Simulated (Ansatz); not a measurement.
# Ru: the cost of one run

Program: Ansatz 0.2.0. Level of theory: DFT PBE, scalar-relativistic, plane waves, PAW. These are calculated values, not measurements.

## 1. The structure to begin with

The structure is cubic, space group Im-3m (No. 229). Conventional cell: a = 4.970 Å, b = 4.970 Å, c = 4.970 Å, α = 90.00°, β = 90.00°, γ = 90.00°. Around Ru (site symmetry 4/mmm) lie 4 Ru at 2.48 Å.

Structure file:

```cif
data_structure
_symmetry_space_group_name_H-M 'P 1'
_symmetry_Int_Tables_number 1
_cell_length_a 4.3039
_cell_length_b 4.3039
_cell_length_c 4.3039
_cell_angle_alpha 109.471
_cell_angle_beta 109.471
_cell_angle_gamma 109.471
_cell_volume 61.37
loop_
_atom_site_label
_atom_site_type_symbol
_atom_site_fract_x
_atom_site_fract_y
_atom_site_fract_z
_atom_site_occupancy
Ru1 Ru 0.00000 0.50000 0.50000 1
Ru2 Ru 0.50000 0.00000 0.50000 1
Ru3 Ru 0.50000 0.50000 0.00000 1
```

The cell is invented: random cell by space group and Wyckoff sites (Im-3m, No. 229). Lengths come from tabulated atomic sizes and are only a guess.

## 2. A first look at the guess

The input, input.yaml:

```yaml
crystal:
  lattice:
    - [-2.48484252, 2.48484252, 2.48484252]
    - [2.48484252, -2.48484252, 2.48484252]
    - [2.48484252, 2.48484252, -2.48484252]
  atoms:
    - { symbol: Ru, position: [0.0, 0.5, 0.5] }
    - { symbol: Ru, position: [0.5, 0.0, 0.5] }
    - { symbol: Ru, position: [0.5, 0.5, 0.0] }
basis:
  ecutwfc: 420
kpoints:
  mp_grid: { grid: [6, 6, 6] }
hamiltonian:
  xc: pbe
scf:
  occupations: { method: gaussian, width: 0.1 }
  lower_state_search: "off"
output:
  forces: true
  stress: true
  eigenvalues: true
```

Started as:

```sh
$ ansatz run input.yaml --threads 1 --pin off --max-ram 2560MiB --backend cpu --events-out ev --progress --plain --runs-dir out
```

What time and memory should one allow on 1 thread of Arm Neoverse N1, shared host?

About 2.5 s, with a peak of 0.29 GiB.
